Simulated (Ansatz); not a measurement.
# Zn: levels along high-symmetry lines

```
CELL_PARAMETERS angstrom
2.61436 0.00000 0.00000
-1.30718 2.26410 0.00000
0.00000 0.00000 4.87316
ATOMIC_POSITIONS crystal
Zn 0.33333 0.66667 0.25000
Zn 0.66667 0.33333 0.75000
```

Atom numbers follow the list: Zn1, Zn2.

The cell is the one relaxed in the Materials Project (mp-79), not relaxed further here; entries there can be hypothetical.

Theory: DFT, PBEsol, all-electron LAPW, scalar-relativistic in Ansatz 0.2.0.

Settings: a Γ-centred 18×18×9 k mesh, Fermi–Dirac smearing of 0.03 eV, basis error target 0.5 meV/atom, no spin polarisation.

Points in fractions of the reciprocal vectors of this cell: Γ (0, 0, 0), M (0.5, 0, 0), K (0.333, 0.333, 0), A (0, 0, 0.5), L (0.5, 0, 0.5), H (0.333, 0.333, 0.5). The path joins them by straight lines in the order Γ–M–K–Γ–A–L–H–A–L; legs that retrace an earlier one aren't tabulated. Energies are in eV from the Fermi level.

(1) Metal or insulator at this level of theory?

(2) Tabulate bands 16 to 22, counted from the lowest band of the run, along the path.

## Answers

(1) No gap opens: metallic or semimetallic.

(2) 
| k (1/Å) | point | band 16 | band 17 | band 18 | band 19 | band 20 | band 21 | band 22 |
| --- | --- | --- | --- | --- | --- | --- | --- | --- |
| 0.00 | Γ | -7.46 | -7.46 | -7.24 | -7.24 | -4.07 | -3.16 | 13.73 |
| 0.35 |  | -7.61 | -7.51 | -7.47 | -7.23 | -3.31 | -2.92 | 12.70 |
| 0.69 |  | -7.60 | -7.48 | -7.45 | -7.23 | -2.02 | -1.46 | 6.91 |
| 1.04 |  | -7.25 | -7.17 | -7.15 | -6.01 | -0.31 | 1.07 | 2.04 |
| 1.39 | M | -7.25 | -7.04 | -7.02 | -3.13 | -2.31 | 2.57 | 3.44 |
| 1.59 |  | -7.28 | -7.09 | -7.08 | -2.90 | -2.16 | 2.75 | 3.62 |
| 1.79 |  | -7.34 | -7.23 | -7.18 | -2.25 | -1.72 | 3.28 | 4.17 |
| 1.99 |  | -7.41 | -7.36 | -7.26 | -1.28 | -1.03 | 2.57 | 4.12 |
| 2.19 | K | -7.43 | -7.35 | -7.35 | -0.06 | -0.06 | -0.02 | 4.96 |
| 2.59 |  | -7.56 | -7.37 | -7.14 | -4.41 | 1.16 | 2.54 | 3.15 |
| 2.99 |  | -7.57 | -7.32 | -7.28 | -6.99 | -1.52 | -0.73 | 7.33 |
| 3.39 |  | -7.65 | -7.58 | -7.46 | -7.24 | -3.08 | -2.83 | 12.75 |
| 3.79 | Γ | -7.46 | -7.46 | -7.24 | -7.24 | -4.07 | -3.16 | 13.73 |
| 3.95 |  | -7.45 | -7.45 | -7.24 | -7.24 | -5.21 | -1.80 | 12.11 |
| 4.11 |  | -7.42 | -7.42 | -7.26 | -7.26 | -6.46 | 0.11 | 9.54 |
| 4.27 |  | -7.39 | -7.38 | -7.38 | -7.29 | -7.29 | 2.23 | 6.98 |
| 4.44 | A | -7.89 | -7.33 | -7.33 | -7.33 | -7.33 | 4.53 | 4.53 |
| 4.78 |  | -7.78 | -7.35 | -7.35 | -7.17 | -7.17 | 4.97 | 4.97 |
| 5.13 |  | -7.53 | -7.36 | -7.36 | -6.52 | -6.52 | 6.20 | 6.20 |
| 5.48 |  | -7.37 | -7.15 | -7.15 | -4.53 | -4.53 | 3.40 | 3.40 |
| 5.82 | L | -7.27 | -7.03 | -7.03 | -2.17 | -2.17 | 0.12 | 0.12 |
| 6.02 |  | -7.26 | -7.12 | -7.12 | -1.92 | -1.92 | 0.23 | 0.23 |
| 6.22 |  | -7.35 | -7.23 | -7.23 | -1.22 | -1.22 | 0.55 | 0.55 |
| 6.42 |  | -7.56 | -7.24 | -7.24 | -0.19 | -0.19 | 1.11 | 1.11 |
| 6.62 | H | -7.67 | -7.25 | -7.25 | 0.81 | 0.81 | 1.70 | 1.70 |
| 7.02 |  | -7.61 | -7.18 | -7.18 | -2.94 | -2.94 | 4.60 | 4.60 |
| 7.43 |  | -7.52 | -7.26 | -7.26 | -5.97 | -5.97 | 6.74 | 6.74 |
| 7.83 |  | -7.73 | -7.35 | -7.35 | -7.11 | -7.11 | 5.12 | 5.12 |
| 8.23 | A | -7.89 | -7.33 | -7.33 | -7.33 | -7.33 | 4.53 | 4.53 |
